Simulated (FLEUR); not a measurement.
# CdSe under changes of volume

One of the cells (28.942 Å³/atom); the others are scaled copies at fixed shape and fractional positions:

```xyz
2
Lattice="0.0000 3.0703 3.0703 3.0703 0.0000 3.0703 3.0703 3.0703 0.0000" Properties=species:S:1:pos:R:3 pbc="T T T"
Cd    0.0000    0.0000    0.0000
Se    1.5351    1.5351    1.5351
```

Measurements of this composition are mostly on another form, of space group No. 186.

| Item | Value |
| --- | --- |
| Program | FLEUR MaX-R8.1 (later development tree) |
| Functional | LDA |
| Potentials or basis | all-electron |
| Basis | FLAPW |
| Kmax | 4.73 1/bohr |
| k mesh | 8 × 8 × 8 |
| Occupations | fermi-dirac, width 0.05 eV |
| Spin | no spin polarisation |

| volume (Å³/atom) | energy over the lowest point (meV/atom) | gap on the mesh (eV) |
| --- | --- | --- |
| 27.206 | 0.00 | 0.40 |
| 27.784 | ? | ? |
| 28.942 | 20.05 | 0.27 |
| 30.100 | 49.37 | 0.20 |
| 30.679 | 67.72 | 0.16 |

Task: What does the run at 27.784 Å³/atom give?

Result: Energy over the lowest point 2.97 meV/atom; gap on the mesh 0.35 eV.

Worked out: A Birch-Murnaghan fit of order 2 (a polynomial in V^(-2/3)) to the other rows has its minimum at 27.06 Å³/atom, just outside them, with B0 = V·E''(V) = 56 GPa. It gives 3.05 meV/atom at 27.784 Å³/atom, against the run's 2.97. A straight line through the other rows of the gap, of slope -1.98 eV per unit of ln V (its deformation potential), gives 0.36 eV, against the run's 0.35.

Energies are extrapolated to zero smearing.

Spin-orbit coupling on Cd, Se is left out.
